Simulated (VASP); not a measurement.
VASP 6.6.1 run: MgO

INCAR

```
LWAVE = .FALSE.
ISPIN = 2
ISIF = 2
EDIFF = 1E-7
SIGMA = 0.02
LREAL = .FALSE.
NBANDS = 11
NELM = 64
METAGGA = RSCAN
ENCUT = 200
PREC = Accurate
IBRION = -1
ISMEAR = -1
LCHARG = .FALSE.
MAGMOM = 3 -3
LASPH = .TRUE.
NSW = 0
```

KPOINTS

```
KPOINTS created by Atomic Simulation Environment
0
Gamma
10 10 10
0 0 0
```

POSCAR

```
Mg O
 1.0000000000000000
     0.0000000000000000    2.0601240670999998    2.0601240670999998
     2.0601240670999998    0.0000000000000000    2.0601240670999998
     2.0601240670999998    2.0601240670999998    0.0000000000000000
 Mg  O
   1   1
Cartesian
  0.0000000000000000  0.0000000000000000  0.0000000000000000
  2.0601240670999998  2.0601240670999998  2.0601240670999998
```

The recommended PBE PAW datasets give the neutral cell 8 valence electrons.

Command

```
mpirun -np 1 vasp_std
```

Problem. Predict the outcome of this run.

Solution. It converged. Results: pressure -167.0 GPa; magnetic moment of the cell 0.00 μB.

OSZICAR

```
N       E                     dE             d eps       ncg     rms          rms(c)
DAV:   1    -0.612808727989E+01   -0.61281E+01   -0.29153E+03  2582   0.292E+02
DAV:   2    -0.179680435252E+02   -0.11840E+02   -0.11699E+02  2464   0.807E+01
DAV:   3    -0.180871059771E+02   -0.11906E+00   -0.11905E+00  2410   0.671E+00
DAV:   4    -0.180871944577E+02   -0.88481E-04   -0.88480E-04  2260   0.210E-01
DAV:   5    -0.180871946008E+02   -0.14306E-06   -0.14306E-06  2368   0.764E-03    0.153E+01
DAV:   6    -0.187209833348E+02   -0.63379E+00   -0.13018E+01  2218   0.168E+01    0.475E+00
DAV:   7    -0.187244299925E+02   -0.34467E-02   -0.43197E-01  2161   0.426E+00    0.285E+00
DAV:   8    -0.187776172187E+02   -0.53187E-01   -0.11717E-01  2224   0.245E+00    0.120E+00
DAV:   9    -0.188039656249E+02   -0.26348E-01   -0.20697E-02  2113   0.108E+00    0.426E-01
DAV:  10    -0.188057365592E+02   -0.17709E-02   -0.32586E-03  2179   0.375E-01    0.135E-01
DAV:  11    -0.188059904538E+02   -0.25389E-03   -0.25966E-04  2242   0.107E-01    0.303E-02
DAV:  12    -0.188059942102E+02   -0.37564E-05   -0.13469E-04  2278   0.673E-02    0.180E-02
DAV:  13    -0.188060144793E+02   -0.20269E-04   -0.32864E-05  2176   0.385E-02    0.609E-03
DAV:  14    -0.188060150987E+02   -0.61938E-06   -0.23430E-06  2407   0.853E-03    0.920E-04
DAV:  15    -0.188060152112E+02   -0.11252E-06   -0.62176E-08  1396   0.186E-03    0.337E-04
DAV:  16    -0.188060152217E+02   -0.10510E-07   -0.75528E-09  1070   0.752E-04
   1 F= -.18806015E+02 E0= -.18806015E+02  d E =-.617351E-13  mag=     0.0000
```

For comparison, a separate PBE run of the intended cell, on usual settings and not on those above, gives a gap of 5.40 eV on its mesh and a pressure of 16.7 GPa.
